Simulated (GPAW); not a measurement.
ZrN:

```
Zr N
1.0
     0.00000    2.30000    2.30000
     2.30000    0.00000    2.30000
     2.30000    2.30000    0.00000
Zr N
1 1
Cartesian
  2.3000 2.3000 2.3000
  0.0000 0.0000 0.0000
```

| Item | Value |
| --- | --- |
| Program | GPAW 26.7.0 |
| Task | relaxation of cell and atoms |
| Functional | LDA |
| Potentials or basis | the program's PAW data sets (release 1.2.1) made for this functional |
| Cutoff | 800 eV |
| Basis | pw |
| k mesh | 10 × 10 × 10 |
| Occupations | fermi-dirac, width 0.05 eV |
| Spin | no spin polarisation |

At the start: pressure -15.1 GPa; volume 12.17 Å³/atom.

How do energy, volume and symmetry change on relaxing?

Over 9 steps the energy falls by 32.5 meV/atom and the volume is 11.45 Å³/atom (-5.9 %); space group Fm-3m (No. 225, to 0.05 Å).

Step by step:
```csv
step,energy change (eV),largest force (eV/Å),pressure (GPa),volume (Å³)
1,0.0000,0.0000,-15.05,24.33
2,-0.0325,0.0000,-11.15,23.92
3,-0.0627,0.0000,-3.66,23.22
4,-0.0547,0.0000,6.07,22.45
5,-0.0561,0.0000,5.58,22.49
6,-0.0586,0.0000,4.64,22.56
7,-0.0613,0.0000,3.34,22.66
8,-0.0637,0.0000,1.81,22.77
9,-0.0649,0.0000,0.17,22.90
```

Final structure:
```cif
data_structure
_symmetry_space_group_name_H-M 'P 1'
_symmetry_Int_Tables_number 1
_cell_length_a 3.1876
_cell_length_b 3.1876
_cell_length_c 3.1876
_cell_angle_alpha 60.000
_cell_angle_beta 60.000
_cell_angle_gamma 60.000
_cell_volume 22.90
loop_
_atom_site_label
_atom_site_type_symbol
_atom_site_fract_x
_atom_site_fract_y
_atom_site_fract_z
_atom_site_occupancy
Zr1 Zr 0.50000 0.50000 0.50000 1
N1 N 0.00000 0.00000 0.00000 1
```

Caveat: later steps reuse the first step's grids.
